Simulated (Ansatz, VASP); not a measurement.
**One calculation of Ir, two programs**

```
Ir
1.0
     0.03839    1.93890    1.93890
     1.93890    0.03839    1.93890
     1.93890    1.93890    0.03839
Ir
1
Cartesian
  0.0000 0.0000 0.0000
```

Change from the starting cell: equal xy, yz and zx shear strains of +2 %, crystal datasets.

Alike in both runs: task electric field gradients; functional PBE; k mesh 15 × 15 × 15; occupations fermi-dirac, width 0.05 eV; no spin polarisation.

|  | VASP | Ansatz |
| --- | --- | --- |
| version | VASP 6.6.1 | Ansatz 0.2.0 |
| potentials or method | VASP PAW PBE potentials, release 64 (Ir), cutoff 520 eV | all-electron PAW with datasets made for the crystal, scalar-relativistic |

|  | VASP | Ansatz | Ansatz less VASP |
| --- | --- | --- | --- |
| pressure (GPa) | 10.1 | 9.5 | -0.68 |
| largest component of the traceless stress (GPa) | 5.76 | 5.76 | +0.007 |
| Vzz of the field gradient on the site that differs most (V/Å²) | 52.0 | 37.0 | -15.01 |

Ansatz ran all-electron here, so the differences hold the error of VASP's frozen core and of both bases. Ansatz warned: «gradients_without_spin_orbit».

Spin-orbit coupling is left out, which matters for the levels of Ir.
